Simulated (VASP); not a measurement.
Write the native input for VASP 6.6.1 that does the following.

```
Task                    : density of states
Functional              : PBE
Potentials or basis     : VASP PAW PBE potentials, release 64 (La)
Cutoff                  : 520 eV
k mesh                  : 10 × 10 × 3
Occupations             : fermi-dirac, width 0.08 eV
Spin                    : no spin polarisation
Dipole correction       : no
k mesh for the DOS      : 15 × 15 × 5
Occupations for the DOS : tetrahedron
Further INCAR settings  : ALGO = Fast; EDIFF = 1e-06
```

The system is La.

```
La
1.0
     3.77000    0.00000    0.00000
    -1.88500    3.26492    0.00000
     0.00000    0.00000   12.15900
La
4
Cartesian
  0.0000 0.0000 0.0000
  0.0000 0.0000 6.0795
  0.0000 2.1766 9.1193
  1.8850 1.0883 3.0398
```

The input as run:

POSCAR

```
La
1.0
    3.7700018307      0.0000000000      0.0000000000
   -1.8850009153      3.2649173577      0.0000000000
    0.0000000000      0.0000000000     12.1590000000
La
4
Direct
    0.0000000000      0.0000000000      0.0000000000
    0.0000000000      0.0000000000      0.5000000000
    0.3333333333      0.6666666667      0.7500000000
    0.6666666667      0.3333333333      0.2500000000
```

INCAR.step1

```
SYSTEM = La
ALGO = Fast ; EDIFF = 1E-6
ENCUT = 520 ; GGA = PE
ISIF = 2 ; ISMEAR = -1
LASPH = .TRUE. ; LCHARG = .TRUE.
LMAXMIX = 6 ; LREAL = .FALSE.
LWAVE = .FALSE. ; NBANDS = 30
NELM = 100 ; PREC = Accurate
SIGMA = 0.08
```

KPOINTS.step1

```
k-points
0
G
  10 10 3
  0 0 0
```

INCAR.step2

```
SYSTEM = La
ALGO = Fast ; EDIFF = 1E-6
ENCUT = 520 ; GGA = PE
ICHARG = 11 ; ISIF = 2
ISMEAR = -5 ; LASPH = .TRUE.
LCHARG = .FALSE. ; LMAXMIX = 6
LORBIT = 11 ; LREAL = .FALSE.
LWAVE = .FALSE. ; NEDOS = 2001
NELM = 100 ; PREC = Accurate
SIGMA = 0.08
```

KPOINTS.step2

```
k-points
0
G
  15 15 5
  0 0 0
```

Potentials or basis: VASP PAW PBE potentials, release 64 (La).

Run with:

```bash
$ cat potpaw_PBE.64/La/POTCAR > POTCAR
$ cp INCAR.step1 INCAR
$ cp KPOINTS.step1 KPOINTS
$ mpirun -np 1 vasp_std > vasp.out
$ cp INCAR.step2 INCAR
$ cp KPOINTS.step2 KPOINTS
$ mpirun -np 1 vasp_std > vasp.out
```

Results of the run:

The valence electrons inside the program's atomic spheres are La 8.59.

It took 22 min on 1 thread of Intel(R) Xeon(R) 6975P-C (Granite Rapids), with other jobs on the host, peak memory 0.43 GiB.
